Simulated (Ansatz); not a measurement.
Here is an unrelaxed guess for InH2.

```xyz
6
Lattice="3.2113 0.0000 0.0000 -1.6057 2.7811 0.0000 0.0000 0.0000 10.1191" Properties=species:S:1:pos:R:3 pbc="T T T"
In    1.6057    0.9270    5.0606
In    0.0000    1.8541    0.0010
H     1.6057    0.9270    8.8173
H     0.0000    0.0000    1.3008
H     0.0000    0.0000    6.3604
H     0.0000    1.8541    3.7578
```

Level of theory: DFT PBE, scalar-relativistic, plane waves, PAW in Ansatz. Plane waves to 420 eV, a k mesh through Γ of 6×6×2 on the computed 6-atom cell and Gaussian smearing (0.10 eV); no spin polarisation.

Energies over the elements count from the elements' standard structures at the same level (H₂ as a molecule), with no fitted energy shifts.

**Question.** How far from equilibrium is it?

**Answer.** The pressure is 1.6 GPa (the mean over three directions, positive in compression), the largest force is 0.82 eV/Å, and the energy is +0.65 eV/atom against the elements. The shortest distance is 2.26 Å.

**Question.** Is it a good guess?

**Answer.** A fair one: relaxing gains about 0.15 eV/atom (the start's value is from the coarse mesh, so the gain is rough) in 16 ionic steps and ends at +0.49 eV/atom on the finer mesh. The symmetry stays P6_3mc (No. 186). The volume per atom shrinks by 11.2 %, from 15.1 to 13.4 Å³. The shortest distance goes from 2.26 Å (In–H) to 2.18 Å (In–H). The ratio c/a of the conventional cell changes by a factor of 0.70. Conventional cell: a = 3.479 Å, c = 7.657 Å. In is surrounded by 6 H at 2.18–2.21 Å; around H on its first site lie 3 In at 2.21 Å; H on its second site has 3 In at 2.18 Å.

The last run used a 12×12×6 mesh (in the run's order of axes) for its 6-atom cell and Gaussian smearing of 0.10 eV. Weakly bound directions are ill-defined at this level, which has no dispersion term. With hydrogen, zero-point motion can shift formation energies by some tens of meV/atom. The relaxation can't lower the symmetry of the start, and the grade says only how near the guess is to its own end. Symmetry constrained the relaxation, so the result can be a saddle point. Another cell of InH2 relaxed alike, in P-4m2, lies 113 meV/atom lower, so this cell isn't the stable form at this level.
